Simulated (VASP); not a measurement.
P, 1 atom in the cell. Symmetry: Pm-3m, No. 221, cubic system. Conventional cell: a = 2.444 Å, b = 2.444 Å, c = 2.444 Å, α = 90.00°, β = 90.00°, γ = 90.00°. P (site symmetry m-3m) has 6 P at 2.44 Å as nearest neighbours. The cell was built by a generator and needn't be a form met in nature. The cell isn't the ideal one: random cell by space group and Wyckoff sites (P4/mmm, No. 123).

| Property | Result |
| --- | --- |
| Program | VASP 6.6.1 |
| Task | relaxation of cell and atoms |
| Functional | PBE |
| Potentials or basis | VASP PAW PBE potentials, release 64 (P) |
| Cutoff | 600 eV |
| k mesh | 22 × 22 × 22 |
| Occupations | gaussian, width 0.1 eV |
| Spin | no spin polarisation |
| Dipole correction | no |
| Further INCAR settings | ALGO = Normal; EDIFF = 1e-06; IBRION = 2; EDIFFG = -0.01; NSW = 100; ISIF = 3 |

Potentials or basis: VASP PAW PBE potentials, release 64 (P).

Run with:

```sh
$ cat potpaw_PBE.64/P/POTCAR > POTCAR
$ mpirun -np 1 vasp_std > vasp.out
```

Hardware: 1 thread of Intel(R) Xeon(R) Platinum 8559C (Emerald Rapids), with other jobs on the host.

Problem. How long does it take, and how much memory?

Solution. It took 21 s on 1 thread of Intel(R) Xeon(R) Platinum 8559C (Emerald Rapids) (shared host), peak memory 0.14 GiB. Counts: scf iterations 18, k points 364, ion steps 3.
